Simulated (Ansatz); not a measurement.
# Candidate structures of BP

Method: DFT, PBE, all-electron LAPW, scalar-relativistic in Ansatz 0.2.0.

Each cell is taken as listed (from a database or a relaxation; residual pressures are under 0.6 GPa and forces under 0.08 eV/Å), on meshes of about 0.2 Å⁻¹ spacing; energies are extrapolated to zero smearing, with no zero-point or thermal terms. Other structures, the observed one among them, may be missing from this set and lie lower. No run is spin-polarised.

Problem. Order the structures by energy per atom, lowest first, and give the differences.
A.
```cif
data_structure
_symmetry_space_group_name_H-M 'Fm-3m'
_symmetry_Int_Tables_number 225
_cell_length_a 4.3196
_cell_length_b 4.3196
_cell_length_c 4.3196
_cell_angle_alpha 90.000
_cell_angle_beta 90.000
_cell_angle_gamma 90.000
_cell_volume 80.60
loop_
_atom_site_label
_atom_site_type_symbol
_atom_site_symmetry_multiplicity
_atom_site_Wyckoff_symbol
_atom_site_fract_x
_atom_site_fract_y
_atom_site_fract_z
_atom_site_occupancy
B1 B 4 a 0.00000 0.00000 0.00000 1
P1 P 4 b 0.50000 0.00000 0.00000 1
```
(rocksalt type, relaxed by us; 16×16×16 mesh on the primitive cell, smearing 0.05 eV, P = 0.0 GPa)
B.
Space group P-6m2 (No. 187). a = 3.010 Å, b = 3.010 Å, c = 2.662 Å, α = 90.00°, β = 90.00°, γ = 120.00°
| atom | site | symmetry | x | y | z |
| --- | --- | --- | --- | --- | --- |
| B | 1a | -6m2 | 0.0000 | 0.0000 | 0.0000 |
| P | 1d | -6m2 | 0.3333 | 0.6667 | 0.5000 |
(WC type, relaxed by us; 13×13×11 mesh on the primitive cell, smearing 0.08 eV, P = 0.0 GPa)

Solution. A (0 meV/atom), B (238 meV/atom).
